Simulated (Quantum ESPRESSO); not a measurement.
A run of Quantum ESPRESSO 7.5 is set up as follows.

The input pw.in:

```
&CONTROL
  calculation = 'scf'
  prefix = 'pwscf'
  outdir = './tmp'
  pseudo_dir = './pseudo'
  tprnfor = .true.
  tstress = .true.
  disk_io = 'low'
/
&SYSTEM
  ibrav = 0
  nat = 6
  ntyp = 1
  ecutwfc = 36
  nbnd = 19
  occupations = 'smearing'
  smearing = 'fd'
  degauss = 0.00367493
/
&ELECTRONS
  conv_thr = 1.2d-09
  electron_maxstep = 120
  mixing_beta = 0.5
/
ATOMIC_SPECIES
Si    28.0850 Si.upf
CELL_PARAMETERS angstrom
  -3.3360831900    3.3360831900    3.3360831900
   3.3360831900   -3.3360831900    3.3360831900
   3.3360831900    3.3360831900   -3.3360831900
ATOMIC_POSITIONS crystal
Si     0.5000000000    0.7500000000    0.2500000000
Si     0.2500000000    0.7500000000    0.5000000000
Si     0.2500000000    0.5000000000    0.7500000000
Si     0.5000000000    0.2500000000    0.7500000000
Si     0.7500000000    0.5000000000    0.2500000000
Si     0.7500000000    0.2500000000    0.5000000000
K_POINTS automatic
4 4 4 0 0 0
```

nscf.in

```
&CONTROL
  calculation = 'nscf'
  prefix = 'pwscf'
  outdir = './tmp'
  pseudo_dir = './pseudo'
  disk_io = 'low'
/
&SYSTEM
  ibrav = 0
  nat = 6
  ntyp = 1
  ecutwfc = 36
  nbnd = 37
  occupations = 'smearing'
  smearing = 'fd'
  degauss = 0.00367493
  nosym = .true.
  noinv = .true.
/
&ELECTRONS
  conv_thr = 1d-09
  electron_maxstep = 120
  mixing_beta = 0.5
  diago_full_acc = .true.
/
ATOMIC_SPECIES
Si    28.0850 Si.upf
CELL_PARAMETERS angstrom
  -3.3360831900    3.3360831900    3.3360831900
   3.3360831900   -3.3360831900    3.3360831900
   3.3360831900    3.3360831900   -3.3360831900
ATOMIC_POSITIONS crystal
Si     0.5000000000    0.7500000000    0.2500000000
Si     0.2500000000    0.7500000000    0.5000000000
Si     0.2500000000    0.5000000000    0.7500000000
Si     0.5000000000    0.2500000000    0.7500000000
Si     0.7500000000    0.5000000000    0.2500000000
Si     0.7500000000    0.2500000000    0.5000000000
K_POINTS crystal
64
  0.00000000   0.00000000   0.00000000 1.56250000e-02
  0.00000000   0.00000000   0.25000000 1.56250000e-02
  0.00000000   0.00000000   0.50000000 1.56250000e-02
  0.00000000   0.00000000   0.75000000 1.56250000e-02
  0.00000000   0.25000000   0.00000000 1.56250000e-02
  0.00000000   0.25000000   0.25000000 1.56250000e-02
  0.00000000   0.25000000   0.50000000 1.56250000e-02
  0.00000000   0.25000000   0.75000000 1.56250000e-02
  0.00000000   0.50000000   0.00000000 1.56250000e-02
  0.00000000   0.50000000   0.25000000 1.56250000e-02
  0.00000000   0.50000000   0.50000000 1.56250000e-02
  0.00000000   0.50000000   0.75000000 1.56250000e-02
  0.00000000   0.75000000   0.00000000 1.56250000e-02
  0.00000000   0.75000000   0.25000000 1.56250000e-02
  0.00000000   0.75000000   0.50000000 1.56250000e-02
  0.00000000   0.75000000   0.75000000 1.56250000e-02
  0.25000000   0.00000000   0.00000000 1.56250000e-02
  0.25000000   0.00000000   0.25000000 1.56250000e-02
  0.25000000   0.00000000   0.50000000 1.56250000e-02
  0.25000000   0.00000000   0.75000000 1.56250000e-02
  0.25000000   0.25000000   0.00000000 1.56250000e-02
  0.25000000   0.25000000   0.25000000 1.56250000e-02
  0.25000000   0.25000000   0.50000000 1.56250000e-02
  0.25000000   0.25000000   0.75000000 1.56250000e-02
  0.25000000   0.50000000   0.00000000 1.56250000e-02
  0.25000000   0.50000000   0.25000000 1.56250000e-02
  0.25000000   0.50000000   0.50000000 1.56250000e-02
  0.25000000   0.50000000   0.75000000 1.56250000e-02
  0.25000000   0.75000000   0.00000000 1.56250000e-02
  0.25000000   0.75000000   0.25000000 1.56250000e-02
  0.25000000   0.75000000   0.50000000 1.56250000e-02
  0.25000000   0.75000000   0.75000000 1.56250000e-02
  0.50000000   0.00000000   0.00000000 1.56250000e-02
  0.50000000   0.00000000   0.25000000 1.56250000e-02
  0.50000000   0.00000000   0.50000000 1.56250000e-02
  0.50000000   0.00000000   0.75000000 1.56250000e-02
  0.50000000   0.25000000   0.00000000 1.56250000e-02
  0.50000000   0.25000000   0.25000000 1.56250000e-02
  0.50000000   0.25000000   0.50000000 1.56250000e-02
  0.50000000   0.25000000   0.75000000 1.56250000e-02
  0.50000000   0.50000000   0.00000000 1.56250000e-02
  0.50000000   0.50000000   0.25000000 1.56250000e-02
  0.50000000   0.50000000   0.50000000 1.56250000e-02
  0.50000000   0.50000000   0.75000000 1.56250000e-02
  0.50000000   0.75000000   0.00000000 1.56250000e-02
  0.50000000   0.75000000   0.25000000 1.56250000e-02
  0.50000000   0.75000000   0.50000000 1.56250000e-02
  0.50000000   0.75000000   0.75000000 1.56250000e-02
  0.75000000   0.00000000   0.00000000 1.56250000e-02
  0.75000000   0.00000000   0.25000000 1.56250000e-02
  0.75000000   0.00000000   0.50000000 1.56250000e-02
  0.75000000   0.00000000   0.75000000 1.56250000e-02
  0.75000000   0.25000000   0.00000000 1.56250000e-02
  0.75000000   0.25000000   0.25000000 1.56250000e-02
  0.75000000   0.25000000   0.50000000 1.56250000e-02
  0.75000000   0.25000000   0.75000000 1.56250000e-02
  0.75000000   0.50000000   0.00000000 1.56250000e-02
  0.75000000   0.50000000   0.25000000 1.56250000e-02
  0.75000000   0.50000000   0.50000000 1.56250000e-02
  0.75000000   0.50000000   0.75000000 1.56250000e-02
  0.75000000   0.75000000   0.00000000 1.56250000e-02
  0.75000000   0.75000000   0.25000000 1.56250000e-02
  0.75000000   0.75000000   0.50000000 1.56250000e-02
  0.75000000   0.75000000   0.75000000 1.56250000e-02
```

The input pw2wan.in:

```
&INPUTPP
  prefix = 'pwscf'
  outdir = './tmp'
  seedname = 'w'
  write_mmn = .true.
  write_amn = .true.
/
```

File bands.in:

```
&CONTROL
  calculation = 'bands'
  prefix = 'pwscf'
  outdir = './tmp'
  pseudo_dir = './pseudo'
  disk_io = 'low'
/
&SYSTEM
  ibrav = 0
  nat = 6
  ntyp = 1
  ecutwfc = 36
  nbnd = 37
  occupations = 'smearing'
  smearing = 'fd'
  degauss = 0.00367493
/
&ELECTRONS
  conv_thr = 1d-08
  electron_maxstep = 120
  mixing_beta = 0.5
  diago_full_acc = .true.
/
ATOMIC_SPECIES
Si    28.0850 Si.upf
CELL_PARAMETERS angstrom
  -3.3360831900    3.3360831900    3.3360831900
   3.3360831900   -3.3360831900    3.3360831900
   3.3360831900    3.3360831900   -3.3360831900
ATOMIC_POSITIONS crystal
Si     0.5000000000    0.7500000000    0.2500000000
Si     0.2500000000    0.7500000000    0.5000000000
Si     0.2500000000    0.5000000000    0.7500000000
Si     0.5000000000    0.2500000000    0.7500000000
Si     0.7500000000    0.5000000000    0.2500000000
Si     0.7500000000    0.2500000000    0.5000000000
K_POINTS crystal
56
  0.00000000   0.00000000   0.00000000 1
  0.04166700  -0.04166700   0.04166700 1
  0.08333300  -0.08333300   0.08333300 1
  0.12500000  -0.12500000   0.12500000 1
  0.16666700  -0.16666700   0.16666700 1
  0.20833300  -0.20833300   0.20833300 1
  0.25000000  -0.25000000   0.25000000 1
  0.29166700  -0.29166700   0.29166700 1
  0.33333300  -0.33333300   0.33333300 1
  0.37500000  -0.37500000   0.37500000 1
  0.41666700  -0.41666700   0.41666700 1
  0.45833300  -0.45833300   0.45833300 1
  0.50000000  -0.50000000   0.50000000 1
  0.43750000  -0.43750000   0.50000000 1
  0.37500000  -0.37500000   0.50000000 1
  0.31250000  -0.31250000   0.50000000 1
  0.25000000  -0.25000000   0.50000000 1
  0.18750000  -0.18750000   0.50000000 1
  0.12500000  -0.12500000   0.50000000 1
  0.06250000  -0.06250000   0.50000000 1
  0.00000000   0.00000000   0.50000000 1
  0.00000000   0.00000000   0.43750000 1
  0.00000000   0.00000000   0.37500000 1
  0.00000000   0.00000000   0.31250000 1
  0.00000000   0.00000000   0.25000000 1
  0.00000000   0.00000000   0.18750000 1
  0.00000000   0.00000000   0.12500000 1
  0.00000000   0.00000000   0.06250000 1
  0.00000000   0.00000000   0.00000000 1
  0.02500000   0.02500000   0.02500000 1
  0.05000000   0.05000000   0.05000000 1
  0.07500000   0.07500000   0.07500000 1
  0.10000000   0.10000000   0.10000000 1
  0.12500000   0.12500000   0.12500000 1
  0.15000000   0.15000000   0.15000000 1
  0.17500000   0.17500000   0.17500000 1
  0.20000000   0.20000000   0.20000000 1
  0.22500000   0.22500000   0.22500000 1
  0.25000000   0.25000000   0.25000000 1
  0.27500000   0.17500000   0.27500000 1
  0.30000000   0.10000000   0.30000000 1
  0.32500000   0.02500000   0.32500000 1
  0.35000000  -0.05000000   0.35000000 1
  0.37500000  -0.12500000   0.37500000 1
  0.40000000  -0.20000000   0.40000000 1
  0.42500000  -0.27500000   0.42500000 1
  0.45000000  -0.35000000   0.45000000 1
  0.47500000  -0.42500000   0.47500000 1
  0.50000000  -0.50000000   0.50000000 1
  0.25000000   0.25000000   0.25000000 1
  0.20833300   0.20833300   0.29166700 1
  0.16666700   0.16666700   0.33333300 1
  0.12500000   0.12500000   0.37500000 1
  0.08333300   0.08333300   0.41666700 1
  0.04166700   0.04166700   0.45833300 1
  0.00000000   0.00000000   0.50000000 1
```

The input w.win:

```
num_wann = 24
num_bands = 37
guiding_centres = true
dis_froz_max = 5.29
dis_num_iter = 600
dis_mix_ratio = 0.5
dis_conv_tol = 1.0d-9
num_iter = 400
conv_tol = 1.0d-9
conv_window = 4
num_print_cycles = 40
fermi_energy = 4.2871
bands_plot = true
write_hr = true
mp_grid = 4 4 4
begin projections
Si: s;p
end projections
begin unit_cell_cart
ang
 -3.3360831900   3.3360831900   3.3360831900
  3.3360831900  -3.3360831900   3.3360831900
  3.3360831900   3.3360831900  -3.3360831900
end unit_cell_cart
begin atoms_frac
Si   0.5000000000   0.7500000000   0.2500000000
Si   0.2500000000   0.7500000000   0.5000000000
Si   0.2500000000   0.5000000000   0.7500000000
Si   0.5000000000   0.2500000000   0.7500000000
Si   0.7500000000   0.5000000000   0.2500000000
Si   0.7500000000   0.2500000000   0.5000000000
end atoms_frac
begin kpoint_path
G   0.0000000000   0.0000000000   0.0000000000  H   0.5000000000  -0.5000000000   0.5000000000
H   0.5000000000  -0.5000000000   0.5000000000  N   0.0000000000   0.0000000000   0.5000000000
N   0.0000000000   0.0000000000   0.5000000000  G   0.0000000000   0.0000000000   0.0000000000
G   0.0000000000   0.0000000000   0.0000000000  P   0.2500000000   0.2500000000   0.2500000000
P   0.2500000000   0.2500000000   0.2500000000  H   0.5000000000  -0.5000000000   0.5000000000
P   0.2500000000   0.2500000000   0.2500000000  N   0.0000000000   0.0000000000   0.5000000000
end kpoint_path
bands_num_points = 12
begin kpoints
  0.00000000   0.00000000   0.00000000
  0.00000000   0.00000000   0.25000000
  0.00000000   0.00000000   0.50000000
  0.00000000   0.00000000   0.75000000
  0.00000000   0.25000000   0.00000000
  0.00000000   0.25000000   0.25000000
  0.00000000   0.25000000   0.50000000
  0.00000000   0.25000000   0.75000000
  0.00000000   0.50000000   0.00000000
  0.00000000   0.50000000   0.25000000
  0.00000000   0.50000000   0.50000000
  0.00000000   0.50000000   0.75000000
  0.00000000   0.75000000   0.00000000
  0.00000000   0.75000000   0.25000000
  0.00000000   0.75000000   0.50000000
  0.00000000   0.75000000   0.75000000
  0.25000000   0.00000000   0.00000000
  0.25000000   0.00000000   0.25000000
  0.25000000   0.00000000   0.50000000
  0.25000000   0.00000000   0.75000000
  0.25000000   0.25000000   0.00000000
  0.25000000   0.25000000   0.25000000
  0.25000000   0.25000000   0.50000000
  0.25000000   0.25000000   0.75000000
  0.25000000   0.50000000   0.00000000
  0.25000000   0.50000000   0.25000000
  0.25000000   0.50000000   0.50000000
  0.25000000   0.50000000   0.75000000
  0.25000000   0.75000000   0.00000000
  0.25000000   0.75000000   0.25000000
  0.25000000   0.75000000   0.50000000
  0.25000000   0.75000000   0.75000000
  0.50000000   0.00000000   0.00000000
  0.50000000   0.00000000   0.25000000
  0.50000000   0.00000000   0.50000000
  0.50000000   0.00000000   0.75000000
  0.50000000   0.25000000   0.00000000
  0.50000000   0.25000000   0.25000000
  0.50000000   0.25000000   0.50000000
  0.50000000   0.25000000   0.75000000
  0.50000000   0.50000000   0.00000000
  0.50000000   0.50000000   0.25000000
  0.50000000   0.50000000   0.50000000
  0.50000000   0.50000000   0.75000000
  0.50000000   0.75000000   0.00000000
  0.50000000   0.75000000   0.25000000
  0.50000000   0.75000000   0.50000000
  0.50000000   0.75000000   0.75000000
  0.75000000   0.00000000   0.00000000
  0.75000000   0.00000000   0.25000000
  0.75000000   0.00000000   0.50000000
  0.75000000   0.00000000   0.75000000
  0.75000000   0.25000000   0.00000000
  0.75000000   0.25000000   0.25000000
  0.75000000   0.25000000   0.50000000
  0.75000000   0.25000000   0.75000000
  0.75000000   0.50000000   0.00000000
  0.75000000   0.50000000   0.25000000
  0.75000000   0.50000000   0.50000000
  0.75000000   0.50000000   0.75000000
  0.75000000   0.75000000   0.00000000
  0.75000000   0.75000000   0.25000000
  0.75000000   0.75000000   0.50000000
  0.75000000   0.75000000   0.75000000
end kpoints
```

Potentials or basis: PseudoDojo 0.4.1 SR PBEsol standard.

The run is started by

```sh
$ OMP_NUM_THREADS=1 pw.x -in pw.in > pw.out
$ OMP_NUM_THREADS=1 pw.x -in nscf.in > nscf.out
$ wannier90.x -pp w
$ OMP_NUM_THREADS=1 pw2wannier90.x -in pw2wan.in > pw2wan.out
$ wannier90.x w
$ OMP_NUM_THREADS=1 pw.x -in bands.in > bands.out
```

Predict the total Wannier spread.

47.69 Å² over 24 functions.

Estimate the RMS miss of the Wannier bands.

0.025 eV.

Estimate the band gap on the k mesh.

0.07 eV, indirect (least direct gap 0.28 eV).

What does it give for the band gap along the path?

0.03 eV, indirect (least direct gap 0.26 eV).

What does it give for the pressure?

0.5 GPa.

Parts of the spread (Å²): invariant 39.37, diagonal 0.009, off-diagonal 8.31, total 47.69. Against the direct bands the interpolation misses by 25 meV (root mean square) and 425 meV at most, for states up to 1 eV over the reference level.

Caveat: the Wannier minimisation didn't converge. As with any semilocal functional, this PBEsol gap is likely too small.
